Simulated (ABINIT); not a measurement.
The system is AlNi.

```
Ni Al
1.0
     2.88100    0.00000    0.00000
     0.00000    2.88100    0.00000
     0.00000    0.00000    2.88100
Ni Al
1 1
Direct
  0.50000 0.50000 0.50000
  0.00000 0.00000 0.00000
```

Program: ABINIT 10.8.3 (patched build). Alike in all runs: task single point; spin collinear, ferromagnetic start; cell as given; smearing fermi-dirac 0.05 eV. Hardware: 1 thread of Arm Neoverse V2 (shared host).

Q: Order these runs on this cell by their wall time, lowest first.
A. level LDA; potentials or basis JTH PAW LDA v2.0; k mesh 7 × 7 × 7; cutoff (eV) 816; fine-grid cutoff 1414.99 eV; mesh quality not flagged
B. level PBE; potentials or basis JTH PAW PBE v2.0; k mesh 9 × 9 × 9; cutoff (eV) 1116; fine-grid cutoff 1714.32 eV; mesh quality not flagged
C. level LDA; potentials or basis JTH PAW LDA v2.0; k mesh 4 × 4 × 4; cutoff (eV) 816; fine-grid cutoff 1414.99 eV; mesh quality coarse

A: C (10 s), A (23 s), B (61 s).

Caveats: some runs use coarse meshes; small starting moments can end in a higher magnetic state in this program.

Not every run made on this cell is shown here.
